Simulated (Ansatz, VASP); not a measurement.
Pb: VASP beside Ansatz

```
Pb
1.0
     0.00000    2.49141    2.49141
     2.49141    0.00000    2.49141
     2.49141    2.49141    0.00000
Pb
1
Direct
  0.00000 0.00000 0.00000
```

Change from the starting cell: volume scaled by 1.02.

Alike in both runs: task single point; functional PBE; k mesh 9 × 9 × 9; occupations fermi-dirac, width 0.05 eV; no spin polarisation.

|  | VASP | Ansatz |
| --- | --- | --- |
| version | VASP 6.6.1 | Ansatz 0.2.0 |
| potentials or method | VASP PAW PBE potentials, release 64 (Pb_d), cutoff 520 eV | all-electron LAPW, scalar-relativistic |

Ansatz gave:

* gap on the k mesh at the Fermi level (eV): none
* pressure (GPa): 1.3

Q: Which values does VASP return?

A: gap on the k mesh at the Fermi level (eV): none; pressure (GPa): 1.2.

A gap of «none» marks a metal or a gap that the smearing closes. Ansatz ran all-electron here, so the differences hold the error of VASP's frozen core and of both bases.

The runs have no spin-orbit coupling, so splittings on Pb are missing.
